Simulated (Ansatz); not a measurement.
SnO$_{2}$: course of a relaxation

Computed with DFT r2SCAN, scalar-relativistic, plane waves, PAW (Ansatz 0.2.0). Settings: 500 eV cutoff, 6×6×8 k-mesh, Gaussian smearing of 0.02 eV, no spin polarisation.

What was changed: biaxial strain in the a-b plane, c and atoms relaxed: +3.0 %.

Command:

```bash
ansatz run input.yaml --threads 1 --pin off --max-ram 2560MiB --backend cpu --events-out ev --progress --plain --runs-dir out
```

Input:

```yaml
crystal:
  lattice:
    - [4.9019765822, 0.0, 0.0]
    - [0.0, 4.9019765822, 0.0]
    - [0.0, 0.0, 3.1436471044]
  atoms:
    - { symbol: Sn, position: [0.5, 0.5, 0.5] }
    - { symbol: Sn, position: [0.0, 0.0, 0.0] }
    - { symbol: O, position: [0.1939466458, 0.8060533542, 0.5] }
    - { symbol: O, position: [0.8060533542, 0.1939466458, 0.5] }
    - { symbol: O, position: [0.3060533542, 0.3060533542, 0.0] }
    - { symbol: O, position: [0.6939466458, 0.6939466458, 0.0] }
basis:
  ecutwfc: 500
kpoints:
  mp_grid: { grid: [6, 6, 8] }
hamiltonian:
  xc: r2scan
scf:
  occupations: { method: gaussian, width: 0.02 }
output:
  forces: true
  stress: true
  eigenvalues: true
relax:
  adjacent_minimum: "off"
  f_tol: 0.008
  max_steps: 40
  cell: { stress_tol: 0.015, fix: [a, b, gamma] }
```

F is the free energy. Steps run on the plane waves of an earlier cell, but the last one, and at times one on the way, on a freshly chosen basis, so a repeated geometry can differ a little in energy. The held parts of the cell keep their stress, so P needn't end at zero.

Steps:

| step | F − F(1) (eV) | largest force component (eV/Å) | V (Å³/atom) | P (GPa) |
| --- | --- | --- | --- | --- |
| 1 | 0.0000 | 0.056 | 12.590 | -5.98 |
| 2 | -0.0006 | 0.016 | 12.593 | -5.89 |
| 3 | -0.0007 | 0.001 | 12.580 | -5.61 |
| 4 | -0.0007 | 0.000 | 12.584 | -5.68 |
| 5 | -0.0007 | 0.000 | 12.584 | -5.68 |

Relaxed structure:

```xyz
6
Lattice="4.9020 0.0000 0.0000 0.0000 4.9020 0.0000 0.0000 0.0000 3.1421" Properties=species:S:1:pos:R:3 pbc="T T T"
Sn    2.4510    2.4510    1.5711
Sn    0.0000    0.0000    0.0000
O     0.9480    3.9540    1.5711
O     3.9540    0.9480    1.5711
O     1.5030    1.5030    0.0000
O     3.3990    3.3990    0.0000
```

The structure is tetragonal, space group P4_2/mnm (No. 136). Conventional cell: a = 4.902 Å, b = 4.902 Å, c = 3.142 Å, α = 90.00°, β = 90.00°, γ = 90.00°. Sn (site symmetry mmm) has 6 O at 2.07 to 2.13 Å as nearest neighbours. O (site symmetry m2m) is surrounded by 3 Sn at 2.07 to 2.13 Å.

The run converged. The run took 2 min on 1 thread of Intel(R) Xeon(R) Processor @ 2.50GHz (Skylake/Cascade Lake), with other jobs on the host, peak memory 0.59 GiB.